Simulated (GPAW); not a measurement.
## CuI (Marshite): G0W0 on several meshes in GPAW

Aim: the GW shift of CuI (Marshite) against the k mesh.

Calculated with GPAW 26.7.0; PBE and many-body steps on it, plane waves.

This is a report of a sequence of runs, with most program output left out.

The database entry behind the starting cell differs from later determinations by our own check (about 0.15 % long (mineral sample)), so it need not match the best structure at ambient conditions.

### Step 1. The structure

Symmetry: F-43m, No. 216, cubic system. The conventional cell has a = 6.063 Å, b = 6.063 Å, c = 6.063 Å, α = 90.00°, β = 90.00°, γ = 90.00°. Cu has 4 I at 2.63 Å nearest. Nearest to I lie 4 Cu at 2.63 Å. Farther neighbours and most contacts between anions are not listed.

Coordinates:

```cif
data_structure
_symmetry_space_group_name_H-M 'F-43m'
_symmetry_Int_Tables_number 216
_cell_length_a 6.0630
_cell_length_b 6.0630
_cell_length_c 6.0630
_cell_angle_alpha 90.000
_cell_angle_beta 90.000
_cell_angle_gamma 90.000
_cell_volume 222.88
loop_
_atom_site_label
_atom_site_type_symbol
_atom_site_symmetry_multiplicity
_atom_site_Wyckoff_symbol
_atom_site_fract_x
_atom_site_fract_y
_atom_site_fract_z
_atom_site_occupancy
Cu1 Cu 4 d 0.25000 0.25000 0.75000 1
I1 I 4 a 0.00000 0.00000 0.00000 1
```

The cell and positions come from the Crystallography Open Database and are kept as given unless a step says otherwise. Spin-orbit coupling is left out unless a step names it.

### Step 2. Empty states on the mesh, 4×4×4 mesh, 667 bands

This step: GPAW 26.7.0; DFT, PBE, plane waves, PAW.

The sums over transitions need many empty states on a uniform mesh; this step solves for them.

run.py

```python
import json
import numpy as np
from gpaw.mpi import world
from gpaw import GPAW

calc = GPAW('gs.gpw').fixed_density(kpts={'size': (4, 4, 4), 'gamma': True},
    parallel={'domain': 1, 'band': 1},
    txt='nscf.txt')
calc.diagonalize_full_hamiltonian(nbands=667)
calc.write('full.gpw', mode='all')
res = {}
kpts = calc.get_ibz_k_points()
res['kpts'] = kpts
res['eigenvalues'] = [calc.get_eigenvalues(kpt=k) for k in range(len(kpts))]
res['n_electrons'] = calc.get_number_of_electrons()

if world.rank == 0:
    with open('result.json', 'w') as f:
        json.dump(res, f, default=lambda x: x.tolist())
```

The run is started by

```console
> mpirun -n 4 gpaw python run.py
```

Run time: 21 s. Hardware: 4 MPI ranks of Arm Neoverse V1, shared host; peak memory 1.9 GiB.

Numbers from this step:

```yaml
gap: 1.138 eV
k_of_the_valence_top: 0, 0, 0
k_of_the_conduction_bottom: 0, 0, 0
least_direct_gap: 1.138 eV
k_points_computed: 8
lowest_point_of_the_top_converged_band_above_the_valence_top: 289.9572 eV
```

On this mesh the gap is 1.138 eV.

### Step 3. 4×4×4

G0W0 replaces the xc potential by the self-energy, built once from these orbitals. Only a window of levels is corrected, while the sums run over the empty bands that the input names.

This step: G0W0 on PBE, plane waves, PAW.

run.py

```python
import json
import numpy as np
from gpaw.mpi import world
from gpaw.response.g0w0 import G0W0

gw = G0W0('full.gpw',
    filename='gw',
    kpts=[0],
    bands=(7, 11),
    ecut=90,
    nbands=108,
    integrate_gamma='WS',
    ppa=True)
gw.calculate()
res = {mode: {k: v for k, v in r.items() if k != 'sigma_eskwn'}
       for mode, r in gw.all_results.items()}

if world.rank == 0:
    with open('result.json', 'w') as f:
        json.dump(res, f, default=lambda x: x.tolist())
```

The run is started by

```console
> mpirun -n 4 gpaw python run.py
```

Wall time 24 s (4 MPI ranks); peak memory 1.3 GiB.

This step gave:

| Item | Value |
| --- | --- |
| G0W0 gap on the points computed | 2.223 eV |
| least direct G0W0 gap on the computed points | 2.223 eV |
| Z at the valence top | 0.7447 |
| Z at the conduction bottom | 0.8124 |
| starting gap on the mesh | 1.138 eV |
| k of the valence top | 0, 0, 0 |
| k of the conduction bottom | 0, 0, 0 |

The gap on the mesh goes from 1.14 eV to 2.22 eV, a correction of +1.09 eV.

### Step 4. Empty states on the mesh, 6×6×6 mesh, 118 bands

This step: DFT, PBE, plane waves, PAW.

run.py

```python
import json
import numpy as np
from gpaw.mpi import world
from gpaw import GPAW

calc = GPAW('gs.gpw').fixed_density(kpts={'size': (6, 6, 6), 'gamma': True},
    nbands=137,
    convergence={'bands': 118},
    txt='nscf.txt')
calc.write('full.gpw', mode='all')
res = {}
kpts = calc.get_ibz_k_points()
res['kpts'] = kpts
res['eigenvalues'] = [calc.get_eigenvalues(kpt=k) for k in range(len(kpts))]
res['n_electrons'] = calc.get_number_of_electrons()

if world.rank == 0:
    with open('result.json', 'w') as f:
        json.dump(res, f, default=lambda x: x.tolist())
```

The run is started by

```console
> mpirun -n 4 gpaw python run.py
```

Run time: 35 s. Hardware: 4 MPI ranks; peak memory 0.79 GiB.

Numbers from this step:

- gap: 1.138 eV
- k of the valence top: 0, 0, 0
- k of the conduction bottom: 0, 0, 0
- least direct gap: 1.138 eV
- k points computed: 16
- lowest point of the top converged band, above the valence top: 81.8361 eV

On this mesh the gap is 1.138 eV.

### Step 5. 6×6×6

This step: G0W0 on PBE, plane waves, PAW.

run.py

```python
import json
import numpy as np
from gpaw.mpi import world
from gpaw.response.g0w0 import G0W0

gw = G0W0('full.gpw',
    filename='gw',
    kpts=[0],
    bands=(7, 11),
    ecut=90,
    nbands=108,
    integrate_gamma='WS',
    ppa=True)
gw.calculate()
res = {mode: {k: v for k, v in r.items() if k != 'sigma_eskwn'}
       for mode, r in gw.all_results.items()}

if world.rank == 0:
    with open('result.json', 'w') as f:
        json.dump(res, f, default=lambda x: x.tolist())
```

The run is started by

```console
> mpirun -n 4 gpaw python run.py
```

Wall time 1.8 min (4 MPI ranks); peak memory 1.7 GiB; 7.3 min of CPU time.

Numbers from this step:

| Quantity | Value |
| --- | --- |
| G0W0 gap on the points computed | 2.235 eV |
| least direct G0W0 gap on the computed points | 2.235 eV |
| Z at the valence top | 0.7468 |
| Z at the conduction bottom | 0.8156 |
| starting gap on the mesh | 1.138 eV |
| k of the valence top | 0, 0, 0 |
| k of the conduction bottom | 0, 0, 0 |

Against G0W0 in GPAW (4×4×4 mesh, 108 bands, screening to 90 eV, Godby-Needs plasmon pole), the gap moves by +0.011 eV.

### Step 6. Side by side

Times are wall times on 4 MPI ranks of Arm Neoverse V1, shared host, good to a factor of about two.

| run | mesh | bands | screening cutoff (eV) | DFT gap (eV) | gap on the mesh (eV) | direct (eV) | time |
| --- | --- | --- | --- | --- | --- | --- | --- |
| 4×4×4 | 4×4×4 | 108 | 90 | 1.138 | 2.223 | 2.223 | 24 s |
| 6×6×6 | 6×6×6 | 108 | 90 | 1.138 | 2.235 | 2.235 | 1.8 min |

### Step 7. What came out

| Property | Result |
| --- | --- |
| 4×4×4 | 2.223 eV |
| 6×6×6 | 2.235 eV |
| known limits | not at the basis limit; d shell near the gap, gap tends to lie low; no spin-orbit coupling |

In words: 6×6×6: +0.011 eV against 4×4×4. Bands and cutoff are finite, so the gap is not at the basis limit. The miss can reach some tenths of an eV and take either sign; the mesh is an error of its own. These stock PAW sets were not made for GW; the filled d or f shell of I lies in the frozen core, which bears on start and correction. In the G0W0 runs levels were corrected at 1 k point alone, so a gap called «on the mesh» is the least over those, and an edge elsewhere would be missed. A d shell, filled or nearly so, lies near the gap. One-shot GW converges very slowly in bands there, not always from below, and on a semilocal start the gap tends to come out low; starts rich in exact exchange can overshoot instead. The many-body steps are scalar-relativistic: spin-orbit coupling is not in them.

[Paths, hosts, dates, memory and timing lines, banners, echoed tables and standing remarks are left out of the program output.]

[Logs are printed without paths, hosts, clocks, repeated set-up lines and the standing remarks that a program may print on its own settings, such as how far it seeks lower states.]

[Runs of the session that timed out or met a known fault of the program may be left out.]

[Hosts, paths, dates, database ids (printed as entryN), source tags and the programs' standing remarks are cut or masked in the printed files.]
